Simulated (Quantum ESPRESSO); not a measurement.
# Ti under changes of volume

One of the cells (17.636 Å³/atom); the others are scaled copies at fixed shape and fractional positions:

```xyz
2
Lattice="2.9500 0.0000 0.0000 -1.4750 2.5548 0.0000 0.0000 0.0000 4.6800" Properties=species:S:1:pos:R:3 pbc="T T T"
Ti    1.4750    0.8516    3.5100
Ti    0.0000    1.7032    1.1700
```

```yaml
Program: Quantum ESPRESSO 7.5
Functional: PBEsol
Potentials_or_basis: GBRV 1.5 PBEsol
Cutoff: 612 eV
Density_cutoff: 4898 eV
k_mesh: 10 × 10 × 6
Occupations: fermi-dirac, width 0.05 eV
Spin: no spin polarisation
```

```csv
volume (Å³/atom),energy over the lowest point (meV/atom),pressure (GPa)
16.577,0.00,1.1
16.930,0.45,-1.4
17.283,6.08,-3.7
17.636,?,?
17.988,31.12,-7.6
18.341,49.73,-9.3
18.694,71.94,-10.8
```

Q: What does the run at 17.636 Å³/atom give?

A: Energy over the lowest point 16.44 meV/atom; pressure -5.7 GPa.

Worked out: A Birch-Murnaghan fit of order 3 (a polynomial in V^(-2/3)) to the other rows has its minimum at 16.72 Å³/atom with B0 = V·E''(V) = 118 GPa and B' = 3.4 at fixed shape and positions, which overstates the stiffness. It gives 16.47 meV/atom at 17.636 Å³/atom, against the run's 16.44, and -dE/dV = -5.7 GPa, against -5.7.

Energies are extrapolated to zero smearing.
